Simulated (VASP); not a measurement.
Write the native input for VASP 6.6.1 that does the following.

```yaml
Task: relaxation of cell and atoms
Functional: RPBE
Potentials_or_basis: VASP PAW PBE potentials, release 64 (Ag, O)
Cutoff: 600 eV
k_mesh: 5 × 5 × 5
Occupations: fermi-dirac, width 0.05 eV
Spin: no spin polarisation
Further_INCAR_settings: ALGO = Normal; EDIFF = 1e-07; IBRION = 2; EDIFFG = -0.01; NSW = 60; ISIF = 3
```

The structure of Ag2O lies in POSCAR:

```
Ag2O
1.0
    4.7180000000      0.0000000000      0.0000000000
    0.0000000000      4.7180000000      0.0000000000
    0.0000000000      0.0000000000      4.7180000000
Ag O
4 2
Direct
    0.7500000000      0.2500000000      0.7500000000
    0.7500000000      0.7500000000      0.2500000000
    0.2500000000      0.7500000000      0.7500000000
    0.2500000000      0.2500000000      0.2500000000
    0.5000000000      0.5000000000      0.5000000000
    0.0000000000      0.0000000000      0.0000000000
```

The input as run:

INCAR

```
SYSTEM = Ag2O
  PREC = Accurate
  ENCUT = 600
  EDIFF = 1E-7
  ISMEAR = -1
  SIGMA = 0.05
  LREAL = .FALSE.
  LASPH = .TRUE.
  NELM = 60
  ALGO = Normal
  ISIF = 3
  LWAVE = .FALSE.
  LCHARG = .FALSE.
  GGA = RP
  IBRION = 2
  NSW = 60
  EDIFFG = -0.01
```

KPOINTS

```
regular mesh
0
G
  5 5 5
  0 0 0
```

Potentials or basis: VASP PAW PBE potentials, release 64 (Ag, O).

Command:

```console
$ cat potpaw_PBE.64/Ag/POTCAR potpaw_PBE.64/O/POTCAR > POTCAR
$ mpirun -np 1 vasp_std > vasp.out
```

Results of the run:

The relaxed volume is 19.55 Å³/atom, the relaxed cell is a = 4.895 Å, b = 4.895 Å, c = 4.895 Å, α = 90.00°, β = 90.00°, γ = 90.00° and the space group after relaxing (to 0.05 Å) is Pn-3m (No. 224). The energy gained by relaxing is 48.0 meV/atom and the ionic steps are 3. The pressure after relaxing is 0.0 GPa and the band gap on the k mesh is none (metal or under the smearing width).

Caveat: the PAW data sets were made with another functional, which shifts forces and pressure a little.

Run time: 2.1 min on 1 thread of Intel(R) Xeon(R) Platinum 8488C (Sapphire Rapids), with other jobs on the host, peak memory 0.25 GiB.
